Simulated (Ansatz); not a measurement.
**3-layer Hf2CO2 MXene (AA) in a perpendicular field**

What dipole does a perpendicular field induce in the 3-layer Hf2CO2 MXene (AA), and does the gap follow? A positive field points along +c.

Program: Ansatz 0.2.0. Level of theory: plane-wave DFT, PBE-D3(BJ), Ansatz PAW (set soft_1); PAW set soft_1. Values are calculated unless marked as measured.

## (1) The starting structure

The cell holds 15 atoms: 6 O, 6 Hf and 3 C. Its edges and angles: a = 3.289 Å, b = 3.289 Å, c = 72.359 Å, α = 90.0°, β = 90.0°, γ = 120.0°. Regions: layer 1: Hf2CO2 MXene, 5 atoms (2 O, 2 Hf and 1 C); layer 2: Hf2CO2 MXene, 5 atoms (2 O, 2 Hf and 1 C); layer 3: Hf2CO2 MXene, 5 atoms (2 O, 2 Hf and 1 C). Vacuum lies along c.

## (2) Relaxing the slab

The starting cell is a guess, so the in-plane lattice and the atoms are relaxed first, with the slab cut off from its images along the normal.

input.yaml

```yaml
crystal:
  lattice:
    - [3.289, 0.0, 0.0]
    - [-1.6445, 2.848357553, 0.0]
    - [0.0, 0.0, 72.3588403833]
  atoms:
    - { symbol: O, position: [0.3333333333, 0.6666666667, 0.3572472951] }
    - { symbol: Hf, position: [0.6666666667, 0.3333333333, 0.3735372413] }
    - { symbol: C, position: [0.0, 0.0, 0.3914721857] }
    - { symbol: Hf, position: [0.3333333333, 0.6666666667, 0.40940713] }
    - { symbol: O, position: [0.6666666667, 0.3333333333, 0.4256970763] }
    - { symbol: O, position: [0.3333333333, 0.6666666667, 0.4657751094] }
    - { symbol: Hf, position: [0.6666666667, 0.3333333333, 0.4820650557] }
    - { symbol: C, position: [0.0, 0.0, 0.5] }
    - { symbol: Hf, position: [0.3333333333, 0.6666666667, 0.5179349443] }
    - { symbol: O, position: [0.6666666667, 0.3333333333, 0.5342248906] }
    - { symbol: O, position: [0.3333333333, 0.6666666667, 0.5743029237] }
    - { symbol: Hf, position: [0.6666666667, 0.3333333333, 0.59059287] }
    - { symbol: C, position: [0.0, 0.0, 0.6085278143] }
    - { symbol: Hf, position: [0.3333333333, 0.6666666667, 0.6264627587] }
    - { symbol: O, position: [0.6666666667, 0.3333333333, 0.6427527049] }
  periodic: [true, true, false]
kpoints:
  mp_grid: { grid: [12, 12, 1] }
hamiltonian:
  xc: pbe
  dispersion: d3bj
  pseudopotentials: { kind: paw, azcp: { folder: soft_1 } }
scf:
  occupations: { method: fermi_dirac, width: 0.05 }
  convergence: { dr2_threshold: 1.0e-09 }
relax:
  f_tol: 0.004
  max_steps: 90
  cell: {}
output:
  write_potential: true
  write_density: true
  volumetric_format: npy
```

Started as:

```console
> ansatz run input.yaml --threads 4 --pin off --max-ram 8192MiB --backend cpu --events-out ev --progress --plain --runs-dir out
```

Standard output:

```text
Warning: relax.cell: scf.convergence.dr2_threshold = 1e-9 eV is looser than the 1.59580495946e-10 eV advised for a relaxation that steers and ends on the stress (1e-10 eV for each atom of the cell: 15, times the square of relax.cell.stress_2d_tol = 0.05 N/m over 30.7 Å (the atoms' height at the walk's start and 5 Å past either face), 1.631e-2 GPa, over a crystal's default 0.05). What an SCF threshold leaves in a stress goes as its square root, and in the free energy as the threshold itself, and one threshold admits the most on a small cell: [figures from the program's tests cut] Set scf.convergence.dr2_threshold to 1.59580495946e-10 eV or tighter. [rest of the remark cut]
Engine: ansatz 0.2.0, x86_64-unknown-linux-gnu
Pseudopotentials: kind: paw
Pseudopotential: O, paw, valence charge 6, recommended cutoff 420 eV (normal), soft_1/O.paw.azcp
Pseudopotential: Hf, paw, valence charge 26, recommended cutoff 420 eV (normal), soft_1/Hf.paw.azcp
Pseudopotential: C, paw, valence charge 4, recommended cutoff 420 eV (normal), soft_1/C.paw.azcp
Functional definition: PBE
  parameter kappa = 0.804
  parameter beta = 0.066725
  exchange = pbe_x(kappa = kappa, mu = beta*pi^2/3)
  correlation = pbe_c(beta = beta)
Crystal: 15 atoms, lattice volume = 677.876 Å³
Basis set: ecut = 420 eV, 13465 PW (Γ), exchange–correlation on 48×48×972 points (8 copies of the dense FFT grid, shifted against one another)
Bands: 123, of which v1, the nominal top of the filled ones, is band 102 counted from 1 (101 counted from 0)
Symmetry: 12 space group operations
Space group: P-3m1 (ITA 164), of the structure as read, at distance tolerance 8.8e-5 Å
k-points: 19 of 144
Non-local potential: O, projectors of the file, l = 0: 2, l = 1: 2, l = 2: 1
Non-local potential: Hf, projectors of the file, l = 0: 3, l = 1: 2, l = 2: 2, l = 3: 3
Non-local potential: C, projectors of the file, l = 0: 2, l = 1: 2, l = 2: 1
PAW form: soft (Blöchl's): semilocal exchange-correlation on the pseudo side does not see the compensation charge
PAW one-centre angular grid: O, 110 points (default); XC on 64 Gauss nodes
PAW one-centre angular grid: Hf, 590 points (default); XC on 64 Gauss nodes
PAW one-centre angular grid: C, 110 points (default); XC on 64 Gauss nodes
Initial density: superposition of atomic densities (neutral atoms: chi_scale 0, normalization atom)
Initial wavefunctions: pseudopotential atomic-orbital guess
Functional: x = pbe(κ = 0.804, μ = 0.219515), c = pbe(β = 0.066725)
SCF iter   1: F=—  HF=-98527.862852 eV  |F-HF|=—  |Δ(HF+E_count)|=         —  Δρ=8.97e-2  dr2=7.08e1  ethr=3.10e-3  ⟨swp⟩=9.2  Hψ=12811  notcnv=0  defer=113
preconditioner: auto → Resta (q_TF=auto, 2.233 Å⁻¹)  ε∞=2.4  [insulator: Δε(μ)=2.785 eV  Ē_g=16.952 eV  σ=0.050 eV  W_gap=1.00  n_scr=104 (ndim 8)  ℏωp=19.8 eV  f_vac=0.680  D(μ)=0.00/eV (n_scr^D=0)  ε∞_Penn≈2.4  vacuum switching on, ρ_ref=2.1e-2 e/Å³]
SCF iter   2: F=—  HF=-98513.648527 eV  |F-HF|=—  |Δ(HF+E_count)|=    1.42e1  Δρ=5.87e-2  dr2=2.28e1  ethr=3.10e-3  ⟨swp⟩=5.1  Hψ=6909  notcnv=0  defer=252
preconditioner: auto → LDOS  [insulator: Δε(μ)=0.428 eV  Ē_g=17.406 eV  σ=0.050 eV  W_gap=0.97  n_scr=104 (ndim 8)  ℏωp=19.8 eV  f_vac=0.685  D(μ)=0.10/eV (n_scr^D=2)  ε∞_Penn≈2.3  β→1.0]
SCF iter   3: F=—  HF=-98511.211376 eV  |F-HF|=—  |Δ(HF+E_count)|=    2.44e0  Δρ=2.03e-2  dr2=6.35e0  ethr=3.10e-3  ⟨swp⟩=4.4  Hψ=5919  notcnv=0  defer=213
SCF iter   4: F=—  HF=-98510.153182 eV  |F-HF|=—  |Δ(HF+E_count)|=    1.06e0  Δρ=5.32e-3  dr2=1.51e-1  ethr=3.10e-3  ⟨swp⟩=3.1  Hψ=3640  notcnv=0  defer=231
SCF iter   5: F=—  HF=-98510.218545 eV  |F-HF|=—  |Δ(HF+E_count)|=   6.54e-2  Δρ=2.69e-3  dr2=5.61e-2  ethr=7.40e-5  ⟨swp⟩=3.3  Hψ=5785  notcnv=0  defer=231
SCF iter   6: F=—  HF=-98510.190406 eV  |F-HF|=—  |Δ(HF+E_count)|=   2.81e-2  Δρ=1.25e-3  dr2=1.76e-2  ethr=2.75e-5  ⟨swp⟩=2.9  Hψ=5253  notcnv=0  defer=231
SCF iter   7: F=—  HF=-98510.189420 eV  |F-HF|=—  |Δ(HF+E_count)|=   9.87e-4  Δρ=7.97e-4  dr2=1.36e-2  ethr=8.61e-6  ⟨swp⟩=3.4  Hψ=4908  notcnv=0  defer=231
SCF iter   8: F=—  HF=-98510.187895 eV  |F-HF|=—  |Δ(HF+E_count)|=   1.52e-3  Δρ=2.50e-4  dr2=7.70e-4  ethr=6.69e-6  ⟨swp⟩=2.9  Hψ=3709  notcnv=0  defer=231
SCF iter   9: F=—  HF=-98510.187899 eV  |F-HF|=—  |Δ(HF+E_count)|=   4.09e-6  Δρ=1.51e-4  dr2=2.07e-4  ethr=3.77e-7  ⟨swp⟩=3.5  Hψ=5471  notcnv=0  defer=231
SCF iter  10: F=—  HF=-98510.187853 eV  |F-HF|=—  |Δ(HF+E_count)|=   4.62e-5  Δρ=4.72e-5  dr2=1.37e-5  ethr=1.01e-7  ⟨swp⟩=3.0  Hψ=4608  notcnv=0  defer=231
SCF iter  11: F=—  HF=-98510.188090 eV  |F-HF|=—  |Δ(HF+E_count)|=   2.37e-4  Δρ=2.45e-5  dr2=3.61e-6  ethr=6.72e-9  ⟨swp⟩=4.2  Hψ=6324  notcnv=0  defer=231
SCF iter  12: F=—  HF=-98510.188091 eV  |F-HF|=—  |Δ(HF+E_count)|=   1.39e-6  Δρ=9.21e-6  dr2=9.00e-7  ethr=1.77e-9  ⟨swp⟩=3.8  Hψ=5761  notcnv=0  defer=231
SCF iter  13: F=—  HF=-98510.188092 eV  |F-HF|=—  |Δ(HF+E_count)|=   3.38e-7  Δρ=5.71e-6  dr2=2.73e-7  ethr=4.41e-10  ⟨swp⟩=4.3  Hψ=5128  notcnv=0  defer=231
SCF iter  14: F=—  HF=-98510.188092 eV  |F-HF|=—  |Δ(HF+E_count)|=   9.52e-8  Δρ=1.12e-6  dr2=3.25e-8  ethr=1.34e-10  ⟨swp⟩=3.9  Hψ=4571  notcnv=0  defer=231
SCF iter  15: F=—  HF=-98510.188092 eV  |F-HF|=—  |Δ(HF+E_count)|=   8.61e-9  Δρ=5.21e-7  dr2=9.64e-9  ethr=1.59e-11  ⟨swp⟩=5.6  Hψ=5951  notcnv=6  defer=231
SCF iter  16: F=—  HF=-98510.188092 eV  |F-HF|=—  |Δ(HF+E_count)|=   1.59e-8  Δρ=4.41e-7  dr2=3.18e-9  ethr=4.72e-12  ⟨swp⟩=5.6  Hψ=5093  notcnv=4  defer=231
SCF iter  17: F=—  HF=-98510.188092 eV  |F-HF|=—  |Δ(HF+E_count)|=   1.51e-9  Δρ=2.54e-7  dr2=1.73e-9  ethr=1.56e-12  ⟨swp⟩=5.4  Hψ=5001  notcnv=0  defer=231
SCF iter  18: F=-98510.188092 eV  HF=-98510.188092 eV  |F-HF|=2.91e-11  |Δ(HF+E_count)|=  9.60e-10  Δρ=1.05e-7  dr2=5.56e-11  ethr=1.00e-12  ⟨swp⟩=34.4  Hψ=45603  notcnv=0
WARN: eigensolver did not converge (k=0): 1 band(s) unlocked after 104 sweeps at occupation × residual norm < 1.00e-8 eV (lowest unlocked band 78, counted from 0, weighed at 2.000 electrons; max residual 6.73e-9 eV among the unlocked bands, 1.28e-6 eV over every band, not weighted by occupation; other slots of this pass that fall short are told together in one closing line; warning suppressed for the rest of this close's residual-converged pass)
SCF 1 converged in 18 iterations: F = -98510.188092 eV  dr2 = 5.56e-11
  Residual-converged pass: ⟨swp⟩=6.5  Hψ=3496  notcnv=1  max |occ|·‖R‖ = 1.3e-8 eV (tolerance 1.0e-8 eV)  dr2=5.56e-11  dr2_onsite=6.63e-12  max |Δocc| = 4.4e-16
[...]
relax step  22: F+E_penalty+E_count = -98513.41571421 eV  Δ(F+E_penalty+E_count) = +1.740e-4 eV  max|allowed force component| = 2.458e-4 eV/Å  Δτ_max = 0.0019 Å  P = +0.002 N/m  Ω = 692.025 Å³  energy of the carried Pulay correction = -2.027e-4 eV  fix = [c, alpha, beta]  reactions: c +0.000 N/m  (8 SCF iters, accepted)
iter 1 solved again at ethr=6.44e-8 eV; its pass at ethr=3.10e-3 eV (dr2=1.31e-4 eV) is discarded
SCF iter   1: F=—  HF=-98513.415080 eV  |F-HF|=—  |Δ(HF+E_count)|=         —  Δρ=1.83e-5  dr2=1.30e-7  ethr=6.44e-8  ⟨swp⟩=7.7  Hψ=26415  notcnv=0
preconditioner: auto → Resta (q_TF=auto, 2.226 Å⁻¹)  ε∞=2.2  [insulator: Δε(μ)=0.730 eV  Ē_g=17.657 eV  σ=0.050 eV  W_gap=1.00  n_scr=104 (ndim 8)  ℏωp=19.6 eV  f_vac=0.735  D(μ)=0.00/eV (n_scr^D=0)  ε∞_Penn≈2.2  vacuum switching on, ρ_ref=2.3e-2 e/Å³]
SCF iter   2: F=—  HF=-98513.415717 eV  |F-HF|=—  |Δ(HF+E_count)|=   6.36e-4  Δρ=9.34e-6  dr2=1.09e-7  ethr=6.39e-11  ⟨swp⟩=6.8  Hψ=11481  notcnv=0
SCF iter   3: F=—  HF=-98513.415792 eV  |F-HF|=—  |Δ(HF+E_count)|=   7.53e-5  Δρ=6.77e-6  dr2=1.72e-8  ethr=5.33e-11  ⟨swp⟩=3.1  Hψ=3377  notcnv=0
SCF iter   4: F=—  HF=-98513.415904 eV  |F-HF|=—  |Δ(HF+E_count)|=   1.12e-4  Δρ=2.54e-6  dr2=2.61e-8  ethr=8.42e-12  ⟨swp⟩=4.2  Hψ=6120  notcnv=0
SCF iter   5: F=—  HF=-98513.415936 eV  |F-HF|=—  |Δ(HF+E_count)|=   3.23e-5  Δρ=6.01e-7  dr2=2.73e-9  ethr=8.42e-12  ⟨swp⟩=3.6  Hψ=3966  notcnv=0  defer=1
iter 6 met the thresholds in force, and the SCF goes on: an eigenvalue changes by 1.95 meV, over its tolerance of 1.05 meV (output.eigenvalues, Limitations)
SCF iter   6: F=-98513.415941 eV  HF=-98513.415941 eV  |F-HF|=5.76e-7  |Δ(HF+E_count)|=   4.18e-6  Δρ=2.14e-7  dr2=2.94e-10  ethr=1.00e-12  ⟨swp⟩=21.3  Hψ=32395  notcnv=0
iter 7 met the thresholds in force, and the SCF goes on: an eigenvalue changes by 6.16 meV, over its tolerance of 1.02 meV (output.eigenvalues, Limitations)
SCF iter   7: F=-98513.415941 eV  HF=-98513.415941 eV  |F-HF|=1.79e-7  |Δ(HF+E_count)|=   3.99e-7  Δρ=5.74e-8  dr2=1.70e-11  ethr=1.00e-12  ⟨swp⟩=12.5  Hψ=21401  notcnv=0
Mixer restart at iter 7: flushing history
SCF iter   8: F=-98513.415941 eV  HF=-98513.415941 eV  |F-HF|=1.89e-9  |Δ(HF+E_count)|=   1.75e-7  Δρ=6.52e-8  dr2=2.40e-10  ethr=1.00e-12  ⟨swp⟩=12.5  Hψ=21502  notcnv=0
SCF 23 converged in 8 iterations: F = -98513.415941 eV  dr2 = 2.40e-10
relax step  23: F+E_penalty+E_count = -98513.41594121 eV  Δ(F+E_penalty+E_count) = -2.270e-4 eV  max|allowed force component| = 2.617e-4 eV/Å  Δτ_max = 0.0000 Å  P = +0.004 N/m  Ω = 692.025 Å³  fix = [c, alpha, beta]  reactions: c +0.000 N/m  stress off target by 4.15e-3 N/m on what of the cell is left free  SCF on the basis re-selected at this cell (its energy is not comparable with the rows above)  (8 SCF iters)
basis re-selected at this cell: Δ(F+E_penalty+E_count) = -2.270e-4 eV, ΔP = +0.002 N/m vs the last step (what re-selecting the basis moved, of the pressure what is left beyond the Pulay correction that the steps carried, after the strain that the cell walked since its last selection, with what the two solves' SCF thresholds leave and, on support functions, any second-order correction that the steps lacked; it is no m [...]
WARN: The output density's exchange-correlation potential varies sharply where the density is thin. Do not read a vacuum level from v_tot or v_xc, or from such a field of the output density. On a cell that repeats whose density bears no net charge and no dipole along the vacuum's axis use v_es (v_loc + v_h of the components); under efield.dipole_correction with no amplitude use v_es + v_field, which holds any externa [...]
SCF converged after 8 iterations
an eigenvalue changed by more than its tolerance at an iteration that met the thresholds in force, so the SCF went on 2 times, its first undamped step at iteration 7: the last check found none over its tolerance
Free energy (F): -98513.415941 eV
Harris-Foulkes:  -98513.415941 eV  (|F-HF|=1.89e-9)
Internal energy: -98513.415909 eV  (E = F + TS)
E sigma→0 (E₀):  -98513.415925 eV
Entropy (-TS):   -0.000032 eV (-0.002 meV/atom)
Fermi energy:    -4.911362 eV
--- Per-component energies (eV) ---
  E_band       = -4392.445575
  E_kinetic    = 3706.945924
  E_local      = -4800657.672573  (includes V_loc(G=0)·N_el)
  E_nonlocal   = 760.570152
  E_hartree    = 2397354.358833
  E_xc         = -2171.044794
  E_vxc        = -2253.073060  (∫ρ·V_xc dr)
  E_paw        = -47471.832553  (= ΣΔE_a)
  E_vpaw       = -657.957377  (= ΣTr[D̂ρ^β])
  E_aug_tail   = 0.004864  (compensation charges beyond the density's cutoff)
  E_ewald      = 2349968.960637
  E_disp       = -3.706400  (pairwise vdW)
  E_smearing   = -0.000032  (= −TS)
  E_closure    = -0.000000  (closes the sum)
  Σ components = -98513.415941   (vs F -98513.415941, Δ=0.00e0)
--- Forces (eV/Å), atoms counted from 1 ---
  atom   1  O      0.00000000     0.00000000     0.00018132
  atom   2  Hf     0.00000000     0.00000000     0.00026166
  atom   3  C     -0.00000000     0.00000000     0.00012831
  atom   4  Hf     0.00000000    -0.00000000     0.00010729
  atom   5  O     -0.00000000    -0.00000000     0.00010328
  atom   6  O      0.00000000     0.00000000     0.00012310
  atom   7  Hf     0.00000000     0.00000000     0.00014367
  atom   8  C      0.00000000    -0.00000000     0.00000000
  atom   9  Hf     0.00000000    -0.00000000    -0.00014367
  atom  10  O      0.00000000    -0.00000000    -0.00012310
  atom  11  O      0.00000000     0.00000000    -0.00010328
  atom  12  Hf     0.00000000     0.00000000    -0.00010729
  atom  13  C      0.00000000    -0.00000000    -0.00012831
  atom  14  Hf     0.00000000    -0.00000000    -0.00026166
  atom  15  O     -0.00000000    -0.00000000    -0.00018132
  max |Σ_I F_I| component: 5.07e-17 eV/Å
--- 2D stress c σ (N/m, compression-positive) ---
        0.004146       0.000000       0.000000
        0.000000       0.004146       0.000000
        0.000000       0.000000       0.000000
  P = ½ c Tr σ = 0.0041 N/m
--- Band table (eV; the first three rows and the last of 19) ---
  k-point 0: bands = [... 98 lower, -5.3001, -5.3001, -5.2777, -5.2777, -3.2584, -3.2584, -3.1115, -3.1115, ... 17 higher]
  k-point 1: bands = [... 98 lower, -5.6951, -5.6697, -5.5490, -5.4542, -3.2012, -3.1737, -3.1295, -2.9807, ... 17 higher]
  k-point 2: bands = [... 98 lower, -6.1274, -6.0653, -5.9987, -5.8925, -3.5442, -3.4444, -3.3273, -2.4117, ... 17 higher]
  k-point 18: bands = [... 98 lower, -7.6256, -7.6142, -7.5661, -7.5661, -3.0470, -2.8719, -2.7977, -1.8809, ... 17 higher]
  the weakly bound empty levels are not read free of the cell's end (no_gap_told)
--- Relaxed structure (21 steps of the walk, 18 accepted, 2 SCFs on fresh bases) ---
  F+E_penalty+E_count = -98513.41594121 eV   max|allowed force component| = 2.617e-4 eV/Å   (the final SCF, on the basis selected at the relaxed cell)
  cell:  # Å, volume = 692.0254 Å³
    - [3.323150, 0, 0]
    - [-1.661575, 2.877932, 0]
    - [0, 0, 72.3588403833]
  atoms:
    - { symbol: O, position: [0.333333, 0.666667, 0.384751] }
    - { symbol: Hf, position: [0.666667, 0.333333, 0.397299] }
    - { symbol: C, position: [0, 0, 0.416187] }
    - { symbol: Hf, position: [0.333333, 0.666667, 0.435106] }
    - { symbol: O, position: [0.666667, 0.333333, 0.446887] }
    - { symbol: O, position: [0.333333, 0.666667, 0.469322] }
    - { symbol: Hf, position: [0.666667, 0.333333, 0.481105] }
    - { symbol: C, position: [0, 0, 0.5] }
    - { symbol: Hf, position: [0.333333, 0.666667, 0.518895] }
    - { symbol: O, position: [0.666667, 0.333333, 0.530678] }
    - { symbol: O, position: [0.333333, 0.666667, 0.553113] }
    - { symbol: Hf, position: [0.666667, 0.333333, 0.564894] }
    - { symbol: C, position: [0, 0, 0.583813] }
    - { symbol: Hf, position: [0.333333, 0.666667, 0.602701] }
    - { symbol: O, position: [0.666667, 0.333333, 0.615249] }
```

Run time: 14 min. Hardware: 4 threads of Intel Xeon Platinum 8488C (Sapphire Rapids), shared host; peak memory 2.7 GiB; 56 min of CPU time.

Step by step (22 of 23):

```csv
step,energy less that of the first step (eV),largest force component (eV/Å),volume (Å³)
1,0.0000,4.5813,677.88
2,-1.9804,2.9015,666.58
3,-2.6475,0.3045,687.56
4,-2.8437,0.4737,663.99
5,-2.9370,0.0845,666.40
6,-2.9965,0.0643,665.73
7,-3.0545,0.0398,666.65
8,-3.1035,0.0460,668.20
9,-3.1399,0.0470,670.57
10,-3.1654,0.0833,674.03
11,-3.1765,0.3363,677.90
13,-3.1955,0.0380,682.53
14,-3.2077,0.0264,684.78
15,-3.2182,0.0242,690.44
16,-3.2182,0.0078,691.18
17,-3.2179,0.0093,691.73
18,-3.2177,0.0370,691.80
19,-3.2179,0.0015,691.70
20*,-3.2278,0.0026,691.70
21,-3.2273,0.0270,692.39
22,-3.2276,0.0002,692.03
23*,-3.2278,0.0003,692.03
```

Relaxation steps marked * repeat the geometry before them on a plane-wave basis chosen anew for their cell, so energy and pressure can jump there. Other such steps can lie between the rows shown. Relaxation steps 12, 18, 21 were tried and not accepted.

Forces are held to the 12 operations that the program found; a distortion that breaks them can't arise in this run.

```csv
cell as run,before,after,change
a (Å),3.289,3.323,+1.0 %
b (Å),3.289,3.323,+1.0 %
```

The atoms that moved most (Å, along periodic axes as changes of fractional coordinates times the final cell, across vacuum about the mean position):

```csv
atom,dx,dy,dz,length
O1,0.000,0.000,1.990,1.990
O15,0.000,0.000,-1.990,1.990
Hf4,0.000,0.000,1.860,1.860
Hf12,0.000,0.000,-1.860,1.860
C3,0.000,0.000,1.788,1.788
C13,0.000,0.000,-1.788,1.788
Hf14,0.000,0.000,-1.719,1.719
Hf2,0.000,0.000,1.719,1.719
```

The lattice constant a goes from 3.289 to 3.323 Å.

(Part 1 of 3 ends here.)

[Long decimals in the printed logs are rounded to 6 places.]

[Logs are printed without paths, hosts, clocks, repeated set-up lines and the standing remarks that a program may print on its own settings, such as how far it seeks lower states.]

[Hosts, paths, dates, database ids (printed as entryN), source tags and the programs' standing remarks are cut or masked in the printed files.]

[Maps of the electrostatic potential energy from Ansatz leave out the sawtooth potential of an applied field or a dipole correction, so their vacuum need not be flat; planar profiles and work functions include it.]
